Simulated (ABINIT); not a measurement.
A run of ABINIT 10.8.3 (patched build) is set up as follows.

File run.abi:

```
# Pseudopotentials
pp_dirpath "./"
pseudos "Al.GGA_PBE-JTH.xml, N.GGA_PBE-JTH.xml"

# Structure
acell 3*1.0
rprim
     0.0000000000     4.1271496856     4.1271496856
     4.1271496856     0.0000000000     4.1271496856
     4.1271496856     4.1271496856     0.0000000000
ntypat 2
znucl 13 7
natom 2
typat 1 2
xred
     0.0000000000     0.0000000000     0.0000000000
     0.2500000000     0.2500000000     0.2500000000

# Plane-wave basis
ecut 843.552974 eV
pawecutdg 53.0

# k points
kptopt 1
ngkpt 10 10 10
nshiftk 1
shiftk 0.0 0.0 0.0

# Exchange and correlation
ixc -497498
usekden 1
pawxcdev 0

# Bands and occupations
nband 8
occopt 3
tsmear 0.05 eV

# SCF cycle
nstep 100
tolvrs 1.0e-7

# Output
iomode 3
prtwf 0
prtden 0
prteig 0
prtebands 0
enunit 1
```

Potentials or basis: JTH PAW PBE v2.0.

Launch:

```sh
$ mpirun --bind-to none -np 4 abinit run.abi > log 2>&1
```

Problem. Estimate the band gap on the k mesh.

Solution. 3.90 eV, indirect (least direct gap 4.80 eV).

Problem. Estimate the pressure.

Solution. 3.3 GPa.

Caveat: the PAW data sets were made with another functional, which shifts forces and pressure a little. A k mesh can miss the band edges.
